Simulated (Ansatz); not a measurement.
Wanted: the native input for an Ansatz 0.2.0 run.

- Task: single point
- Functional: PBE
- Potentials or basis: Ansatz PAW
- Cutoff: 420 eV (not typed: the program's choice for these potentials)
- k mesh: 8 × 8 × 10
- Occupations: fermi-dirac, width 0.05 eV
- Spin: no spin polarisation

Crystal: Si.

```xyz
2
Lattice="4.1209 0.0000 0.0000 -2.0605 3.5688 0.0000 0.0000 0.0000 2.6548" Properties=species:S:1:pos:R:3 pbc="T T T"
Si   -0.0232    2.3243    1.3033
Si    2.0743    1.2105    1.3391
```

The cell was built by a generator and needn't be a form met in nature.

The cell isn't the ideal one: atoms moved at random, drawn with an rms of 0.05 Å.

These files were run (other wordings do the same):

input.yaml

```yaml
crystal:
  lattice:
    - [4.12095, 0.0, 0.0]
    - [-2.06047, 3.56885, 0.0]
    - [0.0, 0.0, 2.65479]
  atoms:
    - { symbol: Si, position: [0.320009, 0.651264, 0.490931] }
    - { symbol: Si, position: [0.672956, 0.339184, 0.504426] }
hamiltonian:
  xc: pbe
  pseudopotentials: { kind: paw }
kpoints:
  mp_grid: { grid: [8, 8, 10] }
scf:
  occupations: { method: fermi_dirac, width: 0.05 }
output:
  forces: true
  stress: true
  eigenvalues: true
```

Potentials or basis: Ansatz PAW.

Command:

```console
$ ansatz run input.yaml --threads 2 --pin off --max-ram 5632MiB --backend cpu --events-out ev --progress --plain --runs-dir out
```

Results of the run:

```json
{
  "Pressure": "0.4 GPa",
  "Largest force": "0.904 eV/Å",
  "Band gap on the k mesh": "none (metal or under the smearing width)"
}
```

Run time: 7.8 s on 2 threads of Intel(R) Xeon(R) Processor @ 2.50GHz (Skylake/Cascade Lake), on a shared host, peak memory 0.41 GiB.
